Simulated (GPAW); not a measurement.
Input of a GPAW 26.7.0 run:

Contents of run.py:

```python
import numpy as np
from ase.dft.bandgap import bandgap
from ase.io import read, write
from ase.units import GPa
from gpaw import GPAW, PW, setup_paths
from gpaw.spinorbit import soc_eigenstates

setup_paths.insert(0, '.')

atoms = read('POSCAR')

calc = GPAW(mode=PW(600),
            xc='WC',
            kpts={'size': (8, 8, 5), 'gamma': True},
            occupations={'name': 'fermi-dirac', 'width': 0.05},
            nbands=29,
            convergence={'density': 1e-05, 'energy': 1e-05},
            maxiter=150,
            txt='gpaw.txt')
atoms.calc = calc
energy = atoms.get_potential_energy()
forces = atoms.get_forces()
stress = atoms.get_stress()
calc.write('gs.gpw')
write('result.traj', atoms)
print(f'Energy: {energy:.6f} eV')
print('Forces (eV/A):')
print(forces.round(4))
print('Stress (GPa):', (stress / GPa).round(3))
print('Fermi level:', round(calc.get_fermi_level(), 4), 'eV')
print(f'Gap: {bandgap(calc)[0]:.4f} eV, direct: {bandgap(calc, direct=True)[0]:.4f} eV')

path = atoms.cell.bandpath('GMKGALHA,LM,KH', npoints=80, eps=1e-4)
bs_calc = calc.fixed_density(kpts=path, symmetry='off', nbands=40,
                             convergence={'bands': 'CBM+6.0', 'eigenstates': 1e-6}, txt='bands.txt')
bs = bs_calc.band_structure()
bs.write('bs.json')
print(f'Gap on the path: {bandgap(bs_calc)[0]:.4f} eV')

soc = soc_eigenstates(bs_calc, theta=90, phi=0)
np.savetxt('soc_bands.dat', soc.eigenvalues(), fmt='%.4f')
mesh = soc_eigenstates('gs.gpw', theta=90, phi=0)
np.savetxt('soc_mesh.dat', mesh.eigenvalues(), fmt='%.4f')
print('Fermi level with spin-orbit coupling:', round(mesh.fermi_level, 4), 'eV')
```

File POSCAR:

```
Ru
1.0
    2.7058000000      0.0000000000      0.0000000000
   -1.3529000000      2.3432915376      0.0000000000
    0.0000000000      0.0000000000      4.2819000000
Ru
2
Direct
    0.6666666667      0.3333333333      0.7500000000
    0.3333333333      0.6666666667      0.2500000000
```

Potentials or basis: PAW data sets generated in the run's folder for this functional, pw.

The run is started by

```console
$ gpaw-setup -f WC Ru
$ OMP_NUM_THREADS=1 python run.py
```

Estimate the band gap along the path.

none (metal or under the smearing width).

Estimate the pressure.

-5.4 GPa.

Levels at the corners of the path, in eV from the Fermi level:
| point | band 29 | band 30 | band 31 | band 32 | band 33 | band 34 | band 35 | band 36 |
| --- | --- | --- | --- | --- | --- | --- | --- | --- |
| Γ | -1.76 | -1.76 | -1.42 | -1.42 | -1.28 | -1.28 | 1.10 | 1.10 |
| M | -1.50 | -1.50 | 1.45 | 1.45 | 1.79 | 1.79 | 1.99 | 1.99 |
| K | -1.05 | -1.05 | 0.95 | 0.95 | 1.09 | 1.09 | 1.45 | 1.45 |
| Γ | -1.76 | -1.76 | -1.42 | -1.42 | -1.28 | -1.28 | 1.10 | 1.10 |
| A | -2.61 | -2.61 | -2.61 | -2.61 | 0.52 | 0.52 | 0.52 | 0.52 |
| L | 0.46 | 0.46 | 0.46 | 0.46 | 1.70 | 1.70 | 1.70 | 1.70 |
| H | -1.28 | -1.28 | -1.06 | -1.06 | 1.21 | 1.21 | 1.26 | 1.26 |
| A | -2.61 | -2.61 | -2.61 | -2.61 | 0.52 | 0.52 | 0.52 | 0.52 |
| L | 0.46 | 0.46 | 0.46 | 0.46 | 1.70 | 1.70 | 1.70 | 1.70 |
| M | -1.50 | -1.50 | 1.45 | 1.45 | 1.79 | 1.79 | 1.99 | 1.99 |
| K | -1.05 | -1.05 | 0.95 | 0.95 | 1.09 | 1.09 | 1.45 | 1.45 |
| H | -1.28 | -1.28 | -1.06 | -1.06 | 1.21 | 1.21 | 1.26 | 1.26 |

Caveat: spin-orbit coupling was added after a scalar SCF, so levels and gaps hold it while energy, forces, pressure and moments don't; this program's spin-orbit splittings come out too wide for heavy elements.
